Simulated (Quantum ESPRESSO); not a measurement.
# MnS (Fm-3m) in Quantum ESPRESSO: notebook

The runs below take MnS through phonon dispersion, energy-loss spectrum, with LDA, PBE, PBEsol.

Everything below comes from runs of Quantum ESPRESSO 7.5. Logs are shortened: lines on timing, memory, paths and dates and some standing lists are left out, and cuts for length are marked.

**1. Starting point**

Symmetry: Fm-3m, No. 225, cubic system. Conventional cell: a = 5.209 Å, b = 5.209 Å, c = 5.209 Å, α = 90.00°, β = 90.00°, γ = 90.00°. Around Mn (site symmetry m-3m) lie 6 S at 2.60 Å. S (site symmetry m-3m) has 6 Mn at 2.60 Å as nearest neighbours.

**2. Phonon dispersion, LDA, collinear spin, ferromagnetic start**

pw.in

```
&CONTROL
  calculation = 'scf'
  prefix = 'pwscf'
  outdir = './tmp'
  pseudo_dir = './pseudo'
  tprnfor = .true.
  tstress = .true.
  disk_io = 'low'
/
&SYSTEM
  ibrav = 0
  nat = 2
  ntyp = 2
  ecutwfc = 45
  ecutrho = 360
  nbnd = 20
  occupations = 'smearing'
  smearing = 'mv'
  degauss = 0.01469973
  nspin = 2
  starting_magnetization(1) = 0.2667
  starting_magnetization(2) = 0
/
&ELECTRONS
  conv_thr = 4d-10
  electron_maxstep = 120
  mixing_beta = 0.3
/
ATOMIC_SPECIES
Mn    54.9380 mn_lda_v1.5.uspp.F.UPF
S     32.0600 s_lda_v1.4.uspp.F.UPF
CELL_PARAMETERS angstrom
   0.0000000000    2.6045000000    2.6045000000
   2.6045000000    0.0000000000    2.6045000000
   2.6045000000    2.6045000000    0.0000000000
ATOMIC_POSITIONS crystal
Mn     0.0000000000    0.0000000000    0.0000000000
S      0.5000000000    0.5000000000    0.5000000000
K_POINTS automatic
10 10 10 0 0 0
```

relax.in

```
&CONTROL
  calculation = 'vc-relax'
  prefix = 'pwscf'
  outdir = './tmp'
  pseudo_dir = './pseudo'
  tprnfor = .true.
  tstress = .true.
  disk_io = 'low'
  nstep = 40
  forc_conv_thr = 0.0001
  etot_conv_thr = 1d-06
/
&SYSTEM
  ibrav = 0
  nat = 2
  ntyp = 2
  ecutwfc = 45
  ecutrho = 360
  nbnd = 20
  occupations = 'smearing'
  smearing = 'mv'
  degauss = 0.01469973
  nspin = 2
  starting_magnetization(1) = 0.2667
  starting_magnetization(2) = 0
/
&ELECTRONS
  conv_thr = 4d-10
  electron_maxstep = 120
  mixing_beta = 0.3
/
&IONS
  ion_dynamics = 'bfgs'
/
&CELL
  cell_dynamics = 'bfgs'
  press = 0
  press_conv_thr = 0.2
/
ATOMIC_SPECIES
Mn    54.9380 mn_lda_v1.5.uspp.F.UPF
S     32.0600 s_lda_v1.4.uspp.F.UPF
CELL_PARAMETERS angstrom
   0.0000000000    2.6045000000    2.6045000000
   2.6045000000    0.0000000000    2.6045000000
   2.6045000000    2.6045000000    0.0000000000
ATOMIC_POSITIONS crystal
Mn     0.0000000000    0.0000000000    0.0000000000
S      0.5000000000    0.5000000000    0.5000000000
K_POINTS automatic
10 10 10 0 0 0
```

scf2.in

```
&CONTROL
  calculation = 'scf'
  prefix = 'pwscf'
  outdir = './tmp'
  pseudo_dir = './pseudo'
  tprnfor = .true.
  tstress = .true.
  disk_io = 'low'
/
&SYSTEM
  ibrav = 0
  nat = 2
  ntyp = 2
  ecutwfc = 45
  ecutrho = 360
  nbnd = 20
  occupations = 'smearing'
  smearing = 'mv'
  degauss = 0.01469973
  nspin = 2
  starting_magnetization(1) = 0.2667
  starting_magnetization(2) = 0
/
&ELECTRONS
  conv_thr = 1d-13
  electron_maxstep = 120
  mixing_beta = 0.3
  startingpot = 'file'
  startingwfc = 'file'
/
ATOMIC_SPECIES
Mn    54.9380 mn_lda_v1.5.uspp.F.UPF
S     32.0600 s_lda_v1.4.uspp.F.UPF
CELL_PARAMETERS angstrom
   0.0000000000    2.4007039747    2.4007039747
   2.4007039747    0.0000000000    2.4007039747
   2.4007039747    2.4007039747    0.0000000000
ATOMIC_POSITIONS crystal
Mn     0.0000000000    0.0000000000    0.0000000000
S      0.5000000000    0.5000000000    0.5000000000
K_POINTS automatic
10 10 10 0 0 0
```

ph.in

```
phonon_bands of MnS
&INPUTPH
  prefix = 'pwscf'
  outdir = './tmp'
  tr2_ph = 1d-16
  fildyn = 'dyn'
  niter_ph = 60
  alpha_mix(1) = 0.4
  ldisp = .true.
  nq1 = 2
  nq2 = 2
  nq3 = 2
/
```

q2r.in

```
&INPUT
  fildyn = 'dyn'
  zasr = 'crystal'
  flfrc = 'fc'
/
```

matdyn.in

```
&INPUT
  asr = 'crystal'
  flfrc = 'fc'
  flfrq = 'freq'
  q_in_cryst_coord = .true.
  flvec = ' '
/
80
 0.0000000000  0.0000000000  0.0000000000
 0.0454545455  0.0000000000  0.0454545455
 0.0909090909  0.0000000000  0.0909090909
 0.1363636364  0.0000000000  0.1363636364
 0.1818181818  0.0000000000  0.1818181818
 0.2272727273  0.0000000000  0.2272727273
 0.2727272727  0.0000000000  0.2727272727
 0.3181818182  0.0000000000  0.3181818182
 0.3636363636  0.0000000000  0.3636363636
 0.4090909091  0.0000000000  0.4090909091
 0.4545454545  0.0000000000  0.4545454545
 0.5000000000  0.0000000000  0.5000000000
 0.5000000000  0.0500000000  0.5500000000
 0.5000000000  0.1000000000  0.6000000000
 0.5000000000  0.1500000000  0.6500000000
 0.5000000000  0.2000000000  0.7000000000
 0.5000000000  0.2500000000  0.7500000000
 0.4687500000  0.2812500000  0.7500000000
 0.4375000000  0.3125000000  0.7500000000
 0.4062500000  0.3437500000  0.7500000000
 0.3750000000  0.3750000000  0.7500000000
 0.3461538462  0.3461538462  0.6923076923
 0.3173076923  0.3173076923  0.6346153846
 0.2884615385  0.2884615385  0.5769230769
 0.2596153846  0.2596153846  0.5192307692
 0.2307692308  0.2307692308  0.4615384615
 0.2019230769  0.2019230769  0.4038461538
 0.1730769231  0.1730769231  0.3461538462
 0.1442307692  0.1442307692  0.2884615385
 0.1153846154  0.1153846154  0.2307692308
 0.0865384615  0.0865384615  0.1730769231
 0.0576923077  0.0576923077  0.1153846154
 0.0288461538  0.0288461538  0.0576923077
 0.0000000000  0.0000000000  0.0000000000
 0.0454545455  0.0454545455  0.0454545455
 0.0909090909  0.0909090909  0.0909090909
 0.1363636364  0.1363636364  0.1363636364
 0.1818181818  0.1818181818  0.1818181818
 0.2272727273  0.2272727273  0.2272727273
 0.2727272727  0.2727272727  0.2727272727
 0.3181818182  0.3181818182  0.3181818182
 0.3636363636  0.3636363636  0.3636363636
 0.4090909091  0.4090909091  0.4090909091
 0.4545454545  0.4545454545  0.4545454545
 0.5000000000  0.5000000000  0.5000000000
 0.5178571429  0.4642857143  0.5178571429
 0.5357142857  0.4285714286  0.5357142857
 0.5535714286  0.3928571429  0.5535714286
 0.5714285714  0.3571428571  0.5714285714
 0.5892857143  0.3214285714  0.5892857143
 0.6071428571  0.2857142857  0.6071428571
 0.6250000000  0.2500000000  0.6250000000
 0.5937500000  0.2500000000  0.6562500000
 0.5625000000  0.2500000000  0.6875000000
 0.5312500000  0.2500000000  0.7187500000
 0.5000000000  0.2500000000  0.7500000000
 0.5000000000  0.2750000000  0.7250000000
 0.5000000000  0.3000000000  0.7000000000
 0.5000000000  0.3250000000  0.6750000000
 0.5000000000  0.3500000000  0.6500000000
 0.5000000000  0.3750000000  0.6250000000
 0.5000000000  0.4000000000  0.6000000000
 0.5000000000  0.4250000000  0.5750000000
 0.5000000000  0.4500000000  0.5500000000
 0.5000000000  0.4750000000  0.5250000000
 0.5000000000  0.5000000000  0.5000000000
 0.4861111111  0.4861111111  0.5277777778
 0.4722222222  0.4722222222  0.5555555556
 0.4583333333  0.4583333333  0.5833333333
 0.4444444444  0.4444444444  0.6111111111
 0.4305555556  0.4305555556  0.6388888889
 0.4166666667  0.4166666667  0.6666666667
 0.4027777778  0.4027777778  0.6944444444
 0.3888888889  0.3888888889  0.7222222222
 0.3750000000  0.3750000000  0.7500000000
 0.6250000000  0.2500000000  0.6250000000
 0.5937500000  0.1875000000  0.5937500000
 0.5625000000  0.1250000000  0.5625000000
 0.5312500000  0.0625000000  0.5312500000
 0.5000000000  0.0000000000  0.5000000000
```

matdyn_dos.in

```
&INPUT
  asr = 'crystal'
  flfrc = 'fc'
  dos = .true.
  fldos = 'phdos'
  nk1 = 15
  nk2 = 15
  nk3 = 15
  deltaE = 2
  flvec = ' '
  flfrq = ' '
/
```

Potentials or basis: GBRV 1.5 LDA.

Command:

```console
OMP_NUM_THREADS=1 mpirun -n 4 pw.x -nk 4 -in pw.in > pw.out
OMP_NUM_THREADS=1 mpirun -n 4 pw.x -nk 4 -in relax.in > relax.out
OMP_NUM_THREADS=1 mpirun -n 4 pw.x -nk 4 -in scf2.in > scf2.out
OMP_NUM_THREADS=1 mpirun -n 4 ph.x -nk 4 -in ph.in > ph.out
OMP_NUM_THREADS=1 mpirun -n 1 q2r.x -in q2r.in > q2r.out
OMP_NUM_THREADS=1 mpirun -n 1 matdyn.x -in matdyn.in > matdyn.out
OMP_NUM_THREADS=1 mpirun -n 1 matdyn.x -in matdyn_dos.in > matdyn_dos.out
```

pw.out:

```text
This program is part of the open-source Quantum ESPRESSO suite
     for quantum simulation of materials; please cite
[... 6 lines left out ...]
     using ibrav=0 with symmetry is DISCOURAGED, use correct ibrav instead

     K-points division:     npool     =       4
     Subspace diagonalization in iterative solution of the eigenvalue problem:
     a serial algorithm will be used

     G-vector sticks info
     --------------------
     sticks:   dense  smooth     PW     G-vecs:    dense   smooth      PW
     Sum        1201     595    199                27389     9721    1759

     Using Slab Decomposition

     bravais-lattice index     =            0
     lattice parameter (alat)  =       6.9605  a.u.
     unit-cell volume          =     238.4513 (a.u.)^3
     number of atoms/cell      =            2
     number of atomic types    =            2
     number of electrons       =        21.00
     number of Kohn-Sham states=           20
     kinetic-energy cutoff     =      45.0000  Ry
     charge density cutoff     =     360.0000  Ry
     scf convergence threshold =      4.0E-10
     mixing beta               =       0.3000
     number of iterations used =            8  plain     mixing
     Exchange-correlation=  SLA  PZ   NOGX NOGC
                           (   1   1   0   0   0   0   0)

     celldm(1)=   6.960465  celldm(2)=   0.000000  celldm(3)=   0.000000
     celldm(4)=   0.000000  celldm(5)=   0.000000  celldm(6)=   0.000000

     crystal axes: (cart. coord. in units of alat)
               a(1) = (   0.000000   0.707107   0.707107 )
               a(2) = (   0.707107   0.000000   0.707107 )
               a(3) = (   0.707107   0.707107   0.000000 )

     reciprocal axes: (cart. coord. in units 2 pi/alat)
               b(1) = ( -0.707107  0.707107  0.707107 )
               b(2) = (  0.707107 -0.707107  0.707107 )
               b(3) = (  0.707107  0.707107 -0.707107 )

     PseudoPot. # 1 for Mn read from file:
     mn_lda_v1.5.uspp.F.UPF
     Pseudo is Ultrasoft + core correction, Zval = 15.0
     Generated by new atomic code, or converted to UPF format
     Using radial grid of  859 points,  6 beta functions with:
                l(1) =   0
                l(2) =   0
                l(3) =   1
                l(4) =   1
                l(5) =   2
                l(6) =   2
     Q(r) pseudized with  8 coefficients,  rinner =    0.950   0.950   0.950
                                                       0.950   0.950

     PseudoPot. # 2 for S  read from file:
     s_lda_v1.4.uspp.F.UPF
     Pseudo is Ultrasoft + core correction, Zval =  6.0
     Generated by new atomic code, or converted to UPF format
     Using radial grid of  907 points,  6 beta functions with:
                l(1) =   0
                l(2) =   0
                l(3) =   1
                l(4) =   1
                l(5) =   2
                l(6) =   2
     Q(r) pseudized with  8 coefficients,  rinner =    1.300   1.300   1.300
                                                       1.300   1.300

     atomic species   valence    mass     pseudopotential
     Mn               15.00    54.93800     Mn( 1.00)
     S                 6.00    32.06000     S ( 1.00)

     Starting magnetic structure
     atomic species   magnetization
     Mn              0.267
     S               0.000

     48 Sym. Ops., with inversion, found

   Cartesian axes

     site n.     atom                  positions (alat units)
         1        Mn     tau(   1) = (   0.0000000   0.0000000   0.0000000  )
         2        S      tau(   2) = (   0.7071068   0.7071068   0.7071068  )

     number of k points=    47  Marzari-Vanderbilt smearing, width (Ry)=  0.0147
                       cart. coord. in units 2pi/alat
        k(    1) = (   0.0000000   0.0000000   0.0000000), wk =   0.0010000
        k(    2) = (   0.0707107   0.0707107  -0.0707107), wk =   0.0080000
        k(    3) = (   0.1414214   0.1414214  -0.1414214), wk =   0.0080000
        k(    4) = (   0.2121320   0.2121320  -0.2121320), wk =   0.0080000
        k(    5) = (   0.2828427   0.2828427  -0.2828427), wk =   0.0080000
        k(    6) = (  -0.3535534  -0.3535534   0.3535534), wk =   0.0040000
[... 39 lines left out ...]
        k(   46) = (  -0.0707107  -0.3535534   0.6363961), wk =   0.0240000
        k(   47) = (  -0.7071068   0.2828427   0.0000000), wk =   0.0120000

     Dense  grid:    27389 G-vectors     FFT dimensions: (  45,  45,  45)

     Smooth grid:     9721 G-vectors     FFT dimensions: (  30,  30,  30)

     Check: negative core charge=   -0.000011
     Generating pointlists ...
     new r_m :   0.2917 (alat units)  2.0302 (a.u.) for type    1
     new r_m :   0.2917 (alat units)  2.0302 (a.u.) for type    2

     Initial potential from superposition of free atoms

     starting charge      20.4999, renormalised to      21.0000
     Starting wfcs are   17 randomized atomic wfcs +    3 random wfcs

     Self-consistent Calculation

     iteration #  1     ecut=    45.00 Ry     beta= 0.30
     Davidson diagonalization with overlap
     ethr =  1.00E-02,  avg # of iterations =  7.1

     total energy              =    -235.10991424 Ry
     estimated scf accuracy    <       0.74225309 Ry
[... 144 lines left out ...]
     iteration # 14     ecut=    45.00 Ry     beta= 0.30
     Davidson diagonalization with overlap
     ethr =  2.00E-12,  avg # of iterations =  1.5

     negative rho (up, down):  0.000E+00 1.295E-04

     Magnetic moment per site  (integrated on atomic sphere of radius R)
     atom   1 (R=0.292)  charge= 13.2200  magn=  4.0664
     atom   2 (R=0.292)  charge=  4.6143  magn=  0.1410

     End of self-consistent calculation

 ------ SPIN UP ------------

          k = 0.0000 0.0000 0.0000 (  1243 PWs)   bands (ev):

   -71.1033 -40.1967 -40.1967 -40.1967  -4.5904   6.7883   6.7883   6.7883
     6.8563   6.8563   8.0806   8.0806   8.0806  11.5960  18.4705  18.4705
    18.4705  20.4785  21.5386  21.5387

          k = 0.0707 0.0707-0.0707 (  1239 PWs)   bands (ev):
[... 175 lines left out ...]
   -71.1026 -40.2044 -40.2000 -40.2000  -3.1160   4.0290   6.2362   6.4742
     6.4742   7.1150   7.4702   7.4702   7.9048  10.7720  15.4120  19.9839
    21.7944  21.7944  23.6455  23.7904

          k = 0.2828 0.1414 0.0000 (  1224 PWs)   bands (ev):

   -71.1030 -40.2003 -40.1982 -40.1974  -3.9817   4.8134   5.8768   6.0489
     6.8877   7.1032   7.8284   8.1898   9.4821  14.2795  15.8457  16.4652
    18.0600  18.8815  21.6832  23.3563

          k = 0.3536 0.2121-0.0707 (  1222 PWs)   bands (ev):
[... 85 lines left out ...]
   -71.1026 -40.2028 -40.2015 -40.2000  -3.0166   4.4417   4.9471   4.9858
     7.4009   7.4708   7.5194   7.7072   8.0282  13.4852  16.4254  17.1954
    17.7252  22.8263  23.5405  23.7761

 ------ SPIN DOWN ----------

          k = 0.0000 0.0000 0.0000 (  1243 PWs)   bands (ev):

   -66.6595 -35.8900 -35.8900 -35.8900  -4.2767   8.3459   8.3459   8.3459
    10.0334  10.0334  10.0334  10.1598  10.1598  12.3983  19.5741  19.5741
    19.5741  20.7620  22.6744  22.6744

          k = 0.0707 0.0707-0.0707 (  1239 PWs)   bands (ev):
[... 175 lines left out ...]
   -66.6586 -35.9006 -35.8945 -35.8945  -2.8285   4.4253   6.8180   6.8180
     8.9472  10.5879  11.2429  11.2429  11.3917  12.0539  17.0529  20.4286
    22.7020  22.7020  23.9945  24.5649

          k = 0.2828 0.1414 0.0000 (  1224 PWs)   bands (ev):

   -66.6591 -35.8951 -35.8920 -35.8909  -3.6893   5.6540   7.1503   7.2072
    10.0270  10.4917  10.9127  10.9315  11.8362  15.1903  16.8562  17.4900
    18.9713  19.7282  22.5757  24.1693

          k = 0.3536 0.2121-0.0707 (  1222 PWs)   bands (ev):
[... 85 lines left out ...]
   -66.6586 -35.8984 -35.8966 -35.8945  -2.7451   4.9423   5.5650   5.8600
    10.3976  10.9536  10.9806  11.2445  11.3061  14.7586  17.3706  18.1561
    18.2816  23.6983  23.9666  24.1961

     the Fermi energy is     9.9386 ev

!    total energy              =    -235.30875196 Ry
     estimated scf accuracy    <          7.5E-12 Ry
     smearing contrib. (-TS)   =      -0.00043392 Ry
     internal energy E=F+TS    =    -235.30831804 Ry

     The total energy is F=E-TS. E is the sum of the following terms:
     one-electron contribution =    -133.10245050 Ry
     hartree contribution      =      74.02248038 Ry
     xc contribution           =     -34.73506581 Ry
     ewald contribution        =    -141.49328211 Ry

     total magnetization       =     4.55 Bohr mag/cell
     absolute magnetization    =     4.55 Bohr mag/cell

     convergence has been achieved in  14 iterations

     negative rho (up, down):  0.000E+00 1.295E-04

     Forces acting on atoms (cartesian axes, Ry/au):

     atom    1 type  1   force =     0.00000000   -0.00000000    0.00000000
     atom    2 type  2   force =    -0.00000000   -0.00000000    0.00000000

     Total force =     0.000000     Total SCF correction =     0.000000

     Computing stress (Cartesian axis) and pressure

     negative rho (up, down):  0.000E+00 1.295E-04
          total   stress  (Ry/bohr**3)                   (kbar)     P=     -119.89
  -0.00081503   0.00000000  -0.00000000         -119.89        0.00       -0.00
   0.00000000  -0.00081503   0.00000000            0.00     -119.89        0.00
  -0.00000000   0.00000000  -0.00081503           -0.00        0.00     -119.89

=------------------------------------------------------------------------------=
   JOB DONE.
=------------------------------------------------------------------------------=
```

It took 15 min on 4 MPI ranks of Intel Xeon Platinum 8375C at 2.90GHz (Ice Lake), shared host; peak memory 0.52 GiB.

Results:

- Free energy: -3201.8897 eV
- Relaxed volume: 13.84 Å³/atom
- Relaxed cell: a = 3.395 Å, b = 3.395 Å, c = 3.395 Å, α = 60.00°, β = 60.00°, γ = 60.00°
- Space group after relaxing (to 0.05 Å): Fm-3m (No. 225)
- Pressure after relaxing: -0.1 GPa
- Band gap on the k mesh: none (metal or under the smearing width)
- Net moment: 3.61 μB per cell
- Absolute moment: 3.61 μB per cell
- Site moments: Mn +3.21; S +0.09 μB
- Valence electrons inside the program's atomic spheres: Mn 13.22; S 4.61
- Highest phonon frequency: 336 cm⁻¹
- Most unstable mode: 55i cm⁻¹

The path:
```csv
step,energy change (eV),largest force (eV/Å),pressure (GPa),volume (Å³)
1,0.0000,0.0000,-11.99,35.33
2,-0.1510,0.0000,-10.75,33.22
3,-0.3107,0.0000,-5.59,30.21
4,-0.3563,0.0000,0.56,27.51
5,-0.3566,0.0000,-0.19,27.73
6,-0.3566,0.0000,-0.01,27.67
7,-0.3566,0.0000,0.00,27.67
```

Final structure:
```yaml
crystal:
  lattice:
    - [0.00000, 2.40070, 2.40070]
    - [2.40070, 0.00000, 2.40070]
    - [2.40070, 2.40070, 0.00000]
  atoms:
    - { symbol: Mn, position: [0.00000, 0.00000, 0.00000] }
    - { symbol: S, position: [0.50000, 0.50000, 0.50000] }
```

Levels at points of the mesh, in eV from the Fermi level:
Spin up:
```
             k point  band 9  band 10  band 11  band 12  band 13  band 14  band 15  band 16  band 17  band 18
  (0.00, 0.00, 0.00)   -3.03    -3.03    -1.98    -1.98    -1.98     4.01     9.31     9.31     9.31    11.00
 (0.00, 0.00, -0.50)   -2.16    -2.16    -1.65     1.77     1.77     3.07     5.71     5.71    11.97    13.04
(0.00, -0.50, -0.50)   -4.10    -2.58    -1.92    -1.92    -1.17     1.76     6.15    12.51    14.72    14.72
```
Spin down:
| k point | band 6 | band 7 | band 8 | band 9 | band 10 | band 11 | band 12 | band 13 |
| --- | --- | --- | --- | --- | --- | --- | --- | --- |
| (0.00, 0.00, 0.00) | -1.75 | -1.75 | -1.75 | -0.65 | -0.65 | -0.65 | -0.49 | -0.49 |
| (0.00, 0.00, -0.50) | -8.02 | -4.42 | -4.42 | 0.82 | 0.82 | 1.18 | 3.44 | 3.89 |
| (0.00, -0.50, -0.50) | -6.92 | -3.79 | -3.79 | -2.21 | 0.13 | 1.17 | 1.17 | 1.46 |

Phonon frequencies in cm⁻¹ (negative: imaginary):
```
              q point              frequencies
(0.000, 0.000, 0.000)        0 0 0 280 280 280
(0.318, 0.000, 0.318)    49 49 150 283 292 292
(0.500, 0.150, 0.650)    82 98 135 281 308 323
(0.346, 0.346, 0.692)   72 118 133 267 282 310
(0.144, 0.144, 0.288)  -52 101 110 250 262 277
(0.091, 0.091, 0.091)     31 31 31 276 276 278
(0.409, 0.409, 0.409)   94 137 137 218 218 259
(0.589, 0.321, 0.589)   75 120 132 260 275 301
(0.500, 0.275, 0.725)    81 82 162 257 310 311
(0.500, 0.450, 0.550)   90 141 149 215 223 264
(0.431, 0.431, 0.639)   75 125 137 246 260 288
(0.562, 0.125, 0.562)   99 101 109 302 304 331
```

Phonon frequencies at the corners of the path (cm⁻¹, interpolated; i marks imaginary ones):
```csv
point,frequencies
Γ,0 0 0 280 280 280
X,94 94 116 309 309 336
W,81 81 162 258 312 312
K,87 111 121 281 291 317
L,96 152 152 206 206 258
U,87 111 121 281 291 317
```

Phonon states per cell in windows of 20 cm⁻¹ (negative: imaginary):
```
from (cm⁻¹)  total    Mn     S
        -60   0.03  0.02  0.01
        -40   0.08  0.05  0.03
        -20   0.08  0.05  0.02
          0   0.08  0.06  0.03
         20   0.11  0.08  0.03
         40   0.20  0.14  0.05
         60   0.44  0.34  0.10
         80   0.44  0.34  0.09
        100   0.48  0.39  0.09
        120   0.44  0.38  0.06
        140   0.62  0.58  0.04
        160   0.00  0.00  0.00
        180   0.00  0.00  0.00
        200   0.05  0.00  0.04
        220   0.32  0.04  0.28
        240   0.58  0.08  0.50
        260   0.92  0.19  0.73
        280   0.72  0.16  0.56
        300   0.35  0.07  0.28
        320   0.05  0.01  0.04
```

Caveat: some modes are imaginary; the volume moved by over 15 % at a fixed basis, so the end points are rough; the q mesh is small, so phonon branches between its points and thermal values are rough; a cell with one magnetic atom can't hold antiferromagnetic order, which such compounds often take; semilocal functionals often make such compounds metallic where correlation or magnetic order opens a gap, which also shifts bond lengths. With open d or f shells a metallic result of LDA can be an artefact of self-interaction; +U or a hybrid may open a gap.

(Continued in part 2 of 4.)
